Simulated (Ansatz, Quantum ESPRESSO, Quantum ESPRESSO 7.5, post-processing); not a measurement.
# Band offsets of the AlAs/Ge(110) superlattice, 5 + 5 layers, a = 5.63 Å

How do the band edges meet in the AlAs/Ge(110) superlattice, 5 + 5 layers, a = 5.63 Å?

Method: plane-wave DFT, LDA, GBRV ultrasoft pseudopotentials (geometry and cross-check by Ansatz 0.2.0 with PAW datasets; geometry under LDA), in Quantum ESPRESSO 7.5.

### Step 1. The starting structure

The cell holds 20 atoms: 5 Al, 5 As and 10 Ge. Cell: a = 5.630 Å, b = 3.981 Å, c = 19.905 Å, α = 90.0°, β = 90.0°, γ = 90.0°. Regions: AlAs, 10 atoms (5 Al and 5 As); Ge, 10 atoms (10 Ge). The structure's axis is c.

### Step 2. Relaxation with Ansatz

The geometry comes first, from a plane-wave PAW code, so that the later runs on this slab share one structure.

input.yaml reads:

```yaml
crystal:
  lattice:
    - [5.63, 0.0, 0.0]
    - [0.0, 3.9810111781, 0.0]
    - [0.0, 0.0, 19.9050558904]
  atoms:
    - { symbol: Al, position: [0.0, 0.0, 0.0] }
    - { symbol: As, position: [0.25, 0.5, 0.0] }
    - { symbol: Al, position: [0.5, 0.5, 0.1] }
    - { symbol: As, position: [0.75, 0.0, 0.1] }
    - { symbol: Al, position: [0.0, 0.0, 0.2] }
    - { symbol: As, position: [0.25, 0.5, 0.2] }
    - { symbol: Al, position: [0.5, 0.5, 0.3] }
    - { symbol: As, position: [0.75, 0.0, 0.3] }
    - { symbol: Al, position: [0.0, 0.0, 0.4] }
    - { symbol: As, position: [0.25, 0.5, 0.4] }
    - { symbol: Ge, position: [0.5, 0.5, 0.5] }
    - { symbol: Ge, position: [0.75, 0.0, 0.5] }
    - { symbol: Ge, position: [0.0, 0.0, 0.6] }
    - { symbol: Ge, position: [0.25, 0.5, 0.6] }
    - { symbol: Ge, position: [0.5, 0.5, 0.7] }
    - { symbol: Ge, position: [0.75, 0.0, 0.7] }
    - { symbol: Ge, position: [0.0, 0.0, 0.8] }
    - { symbol: Ge, position: [0.25, 0.5, 0.8] }
    - { symbol: Ge, position: [0.5, 0.5, 0.9] }
    - { symbol: Ge, position: [0.75, 0.0, 0.9] }
kpoints:
  mp_grid: { grid: [6, 8, 1] }
hamiltonian:
  xc: lda
scf:
  occupations: { method: fermi_dirac, width: 0.02 }
  convergence: { dr2_threshold: 1.0e-08 }
relax:
  f_tol: 0.01
output:
  eigenvalues: true
  write_potential: true
  write_density: true
  volumetric_format: npy
checkpoint:
  write: relax.run
  compress: false
  write_wavefunctions: false
```

Command:

```bash
$ ansatz run input.yaml --threads 4 --pin off --max-ram 8192MiB --backend cpu --events-out ev --progress --plain --runs-dir out
```

The runs that follow: SCF with pw.x of bulk AlAs; band structure of bulk AlAs; potential by pp.x of bulk AlAs; planar and running averages of bulk AlAs; ground state of bulk Ge; bands along a path of bulk Ge; electrostatic potential of bulk Ge; macroscopic average of bulk Ge; ground state of the superlattice; electrostatic potential of the superlattice; planar and running averages of the superlattice; projections on atomic orbitals; the line-up; the same in Ansatz of bulk AlAs; the same in Ansatz of bulk Ge; offsets by Ansatz's align-bands; SCF with pw.x of bulk Ge, with conv_thr = 1e-06; self-consistent run of bulk Ge, with input_dft = r2scam. Settings of the main run: cutoff 40 Ry, smearing, fd smearing, smearing width 0.002 Ry, SCF threshold 1.00e-7 Ry, gbrv-lda-1.5 potentials, 6×8×1 k-mesh, mpi ranks 4, pools 2, omp threads 1.

**Question.** What will these runs give for the valence top of Ge less that of AlAs and conduction bottom of Ge less that of AlAs?

The valence top of Ge lies 0.98 eV above that of AlAs, and its conduction bottom 0.33 eV below (LDA, GBRV ultrasoft). At this level the alignment is straddling (type I): one gap lies inside the other. Inside the layers the relaxed spacings stay within 0.3 % of the cubic value on average; single spacings, most at the interfaces, stray further. The thickness of the layers was not varied.

```
valence top of Ge less that of AlAs       : 0.98 eV
conduction bottom of Ge less that of AlAs : -0.33 eV
gap of bulk AlAs along the path           : 1.31 eV
```

A bulk side has almost no gap at this level, so its conduction offset means little. Both crystals are held cubic at a = 5.63 Å, a typed value between or near their lattice constants, which no run here tested; a real film grown on one of them would be clamped in the plane and relax along the normal. Semilocal gaps are too small and can put the valleys in the wrong order, which spoils the conduction offset more than the valence offset. Spin-orbit coupling is left out; depending on the atoms that carry the levels of interest, it can split and shift them by tens to hundreds of meV.

[Logs are printed without paths, hosts, clocks, repeated set-up lines and the standing remarks that a program may print on its own settings, such as how far it seeks lower states.]

[Hosts, paths, dates, database ids (printed as entryN), source tags and the programs' standing remarks are cut or masked in the printed files.]

[Maps of the electrostatic potential energy from Ansatz leave out the sawtooth potential of an applied field or a dipole correction, so their vacuum need not be flat; planar profiles and work functions include it.]
